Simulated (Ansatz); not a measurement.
# SnTe: band structure with B3LYP

SnTe:

```
Te Sn
1.0
     0.00000    3.61115    3.61115
     3.61115    0.00000    3.61115
     3.61115    3.61115    0.00000
Te Sn
1 1
Direct
  0.25000 0.25000 0.25000
  0.00000 0.00000 0.00000
```

Measurements of this composition are mostly on another form, of space group No. 225.

```yaml
Program: Ansatz 0.2.0
Task: band structure
Functional: B3LYP
Potentials_or_basis: Ansatz PAW
Cutoff: "420 eV (not typed: the program's choice for these potentials)"
k_mesh: 4 × 4 × 4
Occupations: fermi-dirac, width 0.05 eV
Spin: no spin polarisation
Path: "[[\"G\", \"X\", \"W\", \"K\", \"G\", \"L\", \"U\", \"W\", \"L\", \"K\"], [\"U\", \"X\"]]"
Points_for_each_segment_of_the_path: 4
```

The pressure is 0.8 GPa. The band gap on the k mesh is 0.84 eV, indirect (least direct gap 1.60 eV). The band gap along the path is 0.84 eV, indirect (least direct gap 1.60 eV).

Levels at the corners of the path, in eV from the valence-band top:
| point | band 13 | band 14 | band 15 | band 16 | band 17 | band 18 |
| --- | --- | --- | --- | --- | --- | --- |
| Γ | -2.16 | -2.16 | -2.16 | 1.78 | 1.78 | 1.78 |
| X | -3.48 | -3.48 | -0.76 | 0.84 | 4.85 | 4.85 |
| W | -3.78 | -3.66 | 0.00 | 2.14 | 3.12 | 4.04 |
| K | -3.90 | -3.27 | -0.54 | 1.91 | 3.99 | 4.11 |
| Γ | -2.16 | -2.16 | -2.16 | 1.78 | 1.78 | 1.78 |
| L | -2.76 | -2.76 | -2.25 | 2.64 | 2.64 | 4.32 |
| U | -3.90 | -3.27 | -0.54 | 1.91 | 3.99 | 4.11 |
| W | -3.78 | -3.66 | 0.00 | 2.14 | 3.12 | 4.04 |
| L | -2.76 | -2.76 | -2.25 | 2.64 | 2.64 | 4.32 |
| K | -3.90 | -3.27 | -0.54 | 1.91 | 3.99 | 4.11 |
| U | -3.90 | -3.27 | -0.54 | 1.91 | 3.99 | 4.11 |
| X | -3.48 | -3.48 | -0.76 | 0.84 | 4.85 | 4.85 |

Run time: 75 s on 1 × NVIDIA H100 80GB HBM3 with 2 threads of AMD EPYC 7R13 Processor (Zen 3) (shared host), peak memory 2 GiB.

Caveat: spin-orbit coupling is left out, which moves the levels of the heavy elements; the PAW data sets come from PBE, with cores solved anew for the run's functional, which leaves a small shift of forces and pressure; the thresholds are loose for stress.
